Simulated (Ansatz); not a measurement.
Write the native input for Ansatz 0.2.0 that does the following.

| Quantity | Value |
| --- | --- |
| Task | single point |
| Functional | PBEsol |
| Potentials or basis | Ansatz PAW |
| Cutoff | 420 eV (not typed: the program's choice for these potentials) |
| k mesh | 9 × 9 × 9 |
| Occupations | fermi-dirac, width 0.05 eV |
| Spin | no spin polarisation |

Crystal: AlCo.

```
Co Al
1.0
     2.81940    0.00000    0.00000
     0.00000    2.81940    0.00000
     0.00000    0.00000    2.81940
Co Al
1 1
Direct
  0.50000 0.50000 0.50000
  0.00000 0.00000 0.00000
```

The cell is a database's computed one.

The input as run:

input.yaml

```yaml
crystal:
  lattice:
    - [2.81940321, 0.0, 0.0]
    - [0.0, 2.81940321, 0.0]
    - [0.0, 0.0, 2.81940321]
  atoms:
    - { symbol: Co, position: [0.5, 0.5, 0.5] }
    - { symbol: Al, position: [0.0, 0.0, 0.0] }
hamiltonian:
  xc: pbesol
  pseudopotentials: { kind: paw }
kpoints:
  mp_grid: { grid: [9, 9, 9] }
scf:
  occupations: { method: fermi_dirac, width: 0.05 }
output:
  forces: true
  stress: true
  eigenvalues: true
  write_density: true
  write_potential: true
  elf: true
  volumetric_format: npy
```

Potentials or basis: Ansatz PAW.

Launch:

```bash
$ ansatz run input.yaml --threads 2 --pin off --max-ram 5632MiB --backend cpu --events-out ev --progress --plain --runs-dir out
```

It gave:

* Pressure: 0.7 GPa
* Band gap on the k mesh: none (metal or under the smearing width)

Caveat: the PAW data sets come from PBE, with cores solved anew for the run's functional, which leaves a small shift of forces and pressure.

Wall time 0.89 s on 2 threads of AMD EPYC 7R13 Processor (Zen 3), on a shared host, peak memory 0.33 GiB.
